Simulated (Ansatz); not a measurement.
# SnO: band structure with PBEsol

SnO:

```
CELL_PARAMETERS angstrom
3.81370 0.00000 0.00000
0.00000 3.81370 0.00000
0.00000 0.00000 4.88691
ATOMIC_POSITIONS crystal
Sn 0.50000 0.00000 0.76463
Sn 0.00000 0.50000 0.23537
O 0.00000 0.00000 0.00000
O 0.50000 0.50000 0.00000
```

The cell is a database's computed one.

```
Program                             : Ansatz 0.2.0
Task                                : band structure
Functional                          : PBEsol
Potentials or basis                 : Ansatz PAW
Cutoff                              : 420 eV (not typed: the program's choice for these potentials)
k mesh                              : 5 × 5 × 5
Occupations                         : fermi-dirac, width 0.05 eV
Spin                                : spin-orbit coupling, no magnetisation
Path                                : [["G", "X", "M", "G", "Z", "R", "A", "Z"], ["X", "R"], ["M", "A"]]
Points for each segment of the path : 14
```

- Pressure: -0.5 GPa
- Largest force: 0.070 eV/Å
- Band gap along the path: 0.11 eV, indirect (least direct gap 1.94 eV)

Forces in eV/Å, atoms in the order of the input:
```
Sn   0.000  0.000 -0.070
Sn   0.000  0.000  0.070
O    0.000  0.000  0.000
O    0.000  0.000  0.000
```

Stress tensor (GPa, compression positive):
```
-0.51  0.00  0.00
 0.00 -0.51  0.00
 0.00  0.00 -0.59
```

Levels at the corners of the path, in eV from the valence-band top:
```tsv
point	band 36	band 37	band 38	band 39	band 40	band 41	band 42	band 43	band 44	band 45
Γ	-3.21	-3.13	-3.13	-0.01	-0.01	1.98	1.98	4.08	4.08	4.58
X	-4.84	-2.67	-2.67	-2.67	-2.67	3.09	3.09	3.09	3.09	5.68
M	-2.50	-1.88	-1.88	-1.88	-1.88	0.11	0.11	0.11	0.11	4.38
Γ	-3.21	-3.13	-3.13	-0.01	-0.01	1.98	1.98	4.08	4.08	4.58
Z	-3.21	-3.14	-3.14	-2.20	-2.20	1.58	1.58	2.82	2.82	3.17
R	-4.81	-1.73	-1.73	-1.73	-1.73	2.49	2.49	2.49	2.49	5.37
A	-2.64	-2.50	-2.50	-2.50	-2.50	2.35	2.35	2.35	2.35	3.88
Z	-3.21	-3.14	-3.14	-2.20	-2.20	1.58	1.58	2.82	2.82	3.17
X	-4.84	-2.67	-2.67	-2.67	-2.67	3.09	3.09	3.09	3.09	5.68
R	-4.81	-1.73	-1.73	-1.73	-1.73	2.49	2.49	2.49	2.49	5.37
M	-2.50	-1.88	-1.88	-1.88	-1.88	0.11	0.11	0.11	0.11	4.38
A	-2.64	-2.50	-2.50	-2.50	-2.50	2.35	2.35	2.35	2.35	3.88
```

Wall time 62 s on 2 threads of Arm Neoverse V1, with other jobs on the host, peak memory 0.68 GiB.

Caveat: the pressure holds a Pulay correction of +0.5 GPa for the finite cutoff; the PAW data sets come from PBE, with cores solved anew for the run's functional, which leaves a small shift of forces and pressure.
